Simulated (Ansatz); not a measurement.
**How far is PAW off for TiSe₂?**

```yaml
crystal:
  lattice:
    - [3.46528, 0.00000, 0.00000]
    - [-1.73264, 3.00102, 0.00000]
    - [0.00000, 0.00000, 6.00400]
  atoms:
    - { symbol: Ti, position: [0.00000, 0.00000, 0.00000] }
    - { symbol: Se, position: [0.33333, 0.66667, 0.25520] }
    - { symbol: Se, position: [0.66667, 0.33333, 0.74480] }
```

Atom numbers follow the list: Ti1, Se2, Se3.

The conventional cell has a = 3.465 Å, b = 3.465 Å, c = 6.004 Å, α = 90.00°, β = 90.00°, γ = 120.00°. Ti (atom 1) is surrounded by 6 Se at 2.52 Å. Se (atom 2) has 3 Ti at 2.52 Å as nearest neighbours.

The geometry is COD entry 1548816, unchecked; take it as a test cell. The listed cell was then made from it by scaling, straining or moving an atom.

Levels of theory: DFT, PBEsol, PAW with Ansatz's default frozen-core files, scalar-relativistic (Ansatz 0.2.0); DFT, PBEsol, all-electron PAW with datasets made for the crystal, scalar-relativistic (Ansatz 0.2.0); DFT, PBEsol, all-electron LAPW, scalar-relativistic (Ansatz 0.2.0).

For PAW: a Γ-centred 12×12×6 k mesh, Fermi–Dirac smearing of 0.03 eV, cutoff 420 eV, no spin polarisation; the PAW files were made with PBE, and the program remakes their frozen cores for this functional. The crystal-made all-electron datasets (AE datasets) take a cutoff of 220 eV at this cell. LAPW targets a basis error of 1 meV/atom. The Ansatz runs share mesh, smearing and spin set-up. Plane-wave (PAW) pressures include the program's estimate of the Pulay term.

Stress and pressure are positive in compression.

The change that made this cell: equal xx and yy strain of -2 %.

In a metal, gradients converge slowly with the k mesh: the values move by tens of per cent from one mesh to another, at times in sign, so only the comparison on one mesh counts.

| quantity | PAW | AE datasets | LAPW |
| --- | --- | --- | --- |
| pressure (GPa) | 1.13 | 1.12 | 1.13 |
| stress xx (GPa) | 1.09 | 1.08 | 1.09 |
| stress zz (GPa) | 1.21 | 1.21 | 1.21 |
| force on Se2, z (eV/Å) | 0.228 | 0.228 | 0.228 |
| field gradient Vzz at Ti1 (10²¹ V/m²) | -2.77 | -2.75 | – |
| field gradient Vzz at Se2 (10²¹ V/m²) | -2.81 | -2.85 | – |

PAW's pressure differs from the LAPW value by about 0.01 GPa or less.
